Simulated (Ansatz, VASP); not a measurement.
## One calculation of BaTiO3, two programs

INCAR

```
SYSTEM = BaTiO3
ALGO = Normal ; EDIFF = 1E-6
ENCUT = 520 ; GGA = PE
ISIF = 2 ; ISMEAR = -1
LASPH = .True. ; LCHARG = .True.
LELF = .True. ; LREAL = .False.
LVHAR = .True. ; LWAVE = .False.
NBANDS = 28 ; NELM = 60
PREC = Accurate ; SIGMA = 0.05
```

File KPOINTS:

```
k-points
0
Gamma
  8 8 8
  0 0 0
```

Contents of POSCAR:

```
BaTiO3
1.0
    3.9938975588      0.0000000000      0.0000000000
    0.0000000000      3.9938975588      0.0000000000
    0.0000000000      0.0000000000      3.9938975588
Ba Ti O
1 1 3
Direct
    0.5000000000      0.5000000000      0.5000000000
    0.0000000000      0.0000000000      0.0000000000
    0.5000000000      0.0000000000      0.0000000000
    0.0000000000      0.5000000000      0.0000000000
    0.0000000000      0.0000000000      0.5000000000
```

Input for Ansatz:

```yaml
crystal:
  lattice:
    - [3.9938975588, 0.0, 0.0]
    - [0.0, 3.9938975588, 0.0]
    - [0.0, 0.0, 3.9938975588]
  atoms:
    - { symbol: Ba, position: [0.5, 0.5, 0.5] }
    - { symbol: Ti, position: [0.0, 0.0, 0.0] }
    - { symbol: O, position: [0.5, 0.0, 0.0] }
    - { symbol: O, position: [0.0, 0.5, 0.0] }
    - { symbol: O, position: [0.0, 0.0, 0.5] }
kpoints:
  mp_grid: { grid: [8, 8, 8] }
  band_path:
    path:
      - [0.0, 0.0, 0.0]
      - [0.0, 0.5, 0.0]
      - [0.5, 0.5, 0.0]
      - [0.0, 0.0, 0.0]
      - [0.5, 0.5, 0.5]
      - [0.0, 0.5, 0.0]
      - [0.5, 0.5, 0.5]
      - [0.5, 0.5, 0.0]
    npoints: 5
scf:
  occupations: { method: fermi_dirac, width: 0.05 }
hamiltonian:
  xc: pbe
  pseudopotentials: { kind: all_electron, lapw: { basis_error: 0.001 } }
output:
  forces: true
  stress: true
  eigenvalues: true
```

Change from the starting cell: volume scaled by 0.99.

Alike in both runs: task single point; functional PBE; k mesh 8 × 8 × 8; occupations fermi-dirac, width 0.05 eV; no spin polarisation.

```csv
,VASP,Ansatz
version,VASP 6.6.1,Ansatz 0.2.0
potentials or method,"VASP PAW PBE potentials, release 64 (Ba_sv, Ti_sv, O)","all-electron LAPW, scalar-relativistic"
plane-wave cutoff (eV),520,see its input
```

|  | VASP | Ansatz | Ansatz less VASP |
| --- | --- | --- | --- |
| pressure (GPa) | 5.0 | 3.2 | -1.80 |

Ansatz ran all-electron here, so the differences hold the error of VASP's frozen core and of both bases.

Caveats: spin-orbit coupling is left out, which moves the levels of the heavy elements. A k mesh can miss the band edges.
